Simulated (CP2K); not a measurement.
## BN under changes of volume

One of the cells (8.967 Å³/atom); the others are scaled copies at fixed shape and fractional positions:

```
N B
1.0
     2.49824    0.00000    0.00000
    -1.24912    2.16354    0.00000
     0.00000    0.00000    6.63570
N B
2 2
Direct
  0.66667 0.33333 0.25000
  0.33333 0.66667 0.75000
  0.66667 0.33333 0.75000
  0.33333 0.66667 0.25000
```

| Quantity | Value |
| --- | --- |
| Program | CP2K 2026.2 |
| Functional | PBE |
| Potentials or basis | POTENTIAL_UZH N GTH-PBE-q5, B GTH-PBE-q3; TZVP-MOLOPT-PBE-GTH basis |
| Density cutoff | 6123 eV |
| k mesh | 12 × 12 × 4 |
| Occupations | fermi-dirac, width 0.05 eV |
| Spin | no spin polarisation |

| volume (Å³/atom) | energy over the lowest point (meV/atom) | pressure (GPa) | gap on the mesh (eV) |
| --- | --- | --- | --- |
| 8.429 | 48.52 | 22.6 | 4.36 |
| 8.608 | 26.83 | 16.3 | 4.34 |
| 8.787 | 11.90 | 10.5 | 4.32 |
| 8.967 | 3.14 | 5.2 | 4.30 |
| 9.146 | 0.00 | 0.4 | 4.27 |
| 9.325 | 2.05 | -4.0 | 4.25 |
| 9.505 | ? | ? | ? |

Question: What does the run at 9.505 Å³/atom give?

Answer: Energy over the lowest point 8.83 meV/atom; pressure -8.0 GPa; gap on the mesh 4.23 eV.

Worked out: A Birch-Murnaghan fit of order 3 (a polynomial in V^(-2/3)) to the other rows has its minimum at 9.16 Å³/atom with B0 = V·E''(V) = 233 GPa and B' = 3.7 at fixed shape and positions, which overstates the stiffness. It gives 8.81 meV/atom at 9.505 Å³/atom, against the run's 8.83, and -dE/dV = -8.0 GPa, against -8.0. A straight line through the other rows of the gap, of slope -1.1 eV per unit of ln V, extrapolates to 4.23 eV, against the run's 4.23.

Energies are extrapolated to zero smearing.

Caveats: this functional lacks dispersion, which binds the layers, so the pressure and a relaxed spacing across them are unreliable; the basis of atomic orbitals isn't converged, which shifts pressures, moduli and gaps.

A mesh can miss the band edges.
